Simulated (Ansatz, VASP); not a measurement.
# Two plane-wave programs on BN

```
B N
1.0
     0.00000    1.80284    1.80284
     1.80284    0.00000    1.80284
     1.80284    1.80284    0.00000
B N
1 1
Direct
  0.00000 0.00000 0.00000
  0.25000 0.25000 0.25000
```

Alike in both runs: functional PBEsol; k mesh 17 × 17 × 17; occupations fermi-dirac, width 0.08 eV; no spin polarisation.

Ansatz relaxed the structure, and its values are those at the end. VASP's run is a single point on that final structure, the one shown.

|  | VASP | Ansatz |
| --- | --- | --- |
| version | VASP 6.6.1 | Ansatz 0.2.0 |
| potentials or method | VASP PAW PBE potentials, release 64 (B, N) | PAW with Ansatz's default frozen-core files, scalar-relativistic |
| plane-wave cutoff (eV) | 520 | 420 |
| valence electrons in the cell | 8 | 8 |

Ansatz gave:

| Quantity | Value |
| --- | --- |
| pressure (GPa) | 0.0 |

Task: Which values does VASP return?

Result: Pressure (GPa): 0.6.

With one functional, cell and mesh, what is left measures potentials, basis and numerics. Ansatz warned: «stress_scf_threshold_loose».

Caveats: the PAW data sets were made with another functional, which shifts forces and pressure a little (VASP). A k mesh can miss the band edges.
